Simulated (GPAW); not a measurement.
MoS2, 3 atoms in the cell. The cell holds a slab with vacuum, 3 atoms: a = 3.184 Å, b = 3.184 Å, c = 17.335 Å, α = 90.00°, β = 90.00°, γ = 120.00°. 

| Property | Result |
| --- | --- |
| Program | GPAW 26.7.0 |
| Task | single point |
| Functional | r2SCAN |
| Potentials or basis | GPAW PAW data sets (gpaw-data 1.2.1) |
| Cutoff | 500 eV |
| Basis | pw |
| k mesh | 8 × 8 × 2 |
| Occupations | fermi-dirac, width 0.05 eV |
| Spin | no spin polarisation |
| Maxiter | 120 |
| Convergence | default |

Potentials or basis: GPAW PAW data sets (gpaw-data 1.2.1), pw.

Run with:

```console
$ OMP_NUM_THREADS=1 python run.py
```

Hardware: 1 thread of Arm Neoverse V2, on a shared host.

Question: How long does it take, and how much memory?

Answer: Run time: 110 s on 1 thread of Arm Neoverse V2 (shared host), peak memory 0.34 GiB. Counts: scf iterations 11, plane waves 3888, bands 25, k points 20.
